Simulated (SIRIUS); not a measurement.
Sn:

```
CELL_PARAMETERS angstrom
-1.72654 1.77555 2.33834
1.72654 -1.77555 2.33834
1.72654 1.77555 -2.33834
ATOMIC_POSITIONS crystal
Sn 0.00000 0.00000 0.00000
```

This isn't the form of Sn at room conditions, which is tetragonal (white tin).

* Program: SIRIUS 7.10.0
* Task: single point
* Functional: PBE
* Potentials or basis: PseudoDojo 0.4.1 PBE standard (scalar relativistic)
* Cutoff: 983 eV
* Density cutoff: 3932 eV
* k mesh: 11 × 11 × 11
* Occupations: fermi-dirac, width 0.05 eV
* Spin: no spin polarisation

On this cell: pressure -1.0 GPa; band gap on the k mesh none (metal or under the smearing width).

The same run follows on a disturbed copy (cell strained at random at fixed volume):

```xyz
1
Lattice="-1.6658 1.7656 2.2958 1.7444 -1.7991 2.3793 1.6824 1.8152 -2.3212" Properties=species:S:1:pos:R:3 pbc="T T T"
Sn   -0.0176    0.0062   -0.0314
```

Q: What does the disturbed cell give?

A: The energy (extrapolated to zero smearing) moves by +6.8 meV/atom; pressure -1.0 GPa; band gap on the k mesh none (metal or under the smearing width).

Stress tensor (GPa, compression positive):
```
-0.11 -0.02 -0.63
-0.02 -1.97  0.18
-0.63  0.18 -0.85
```
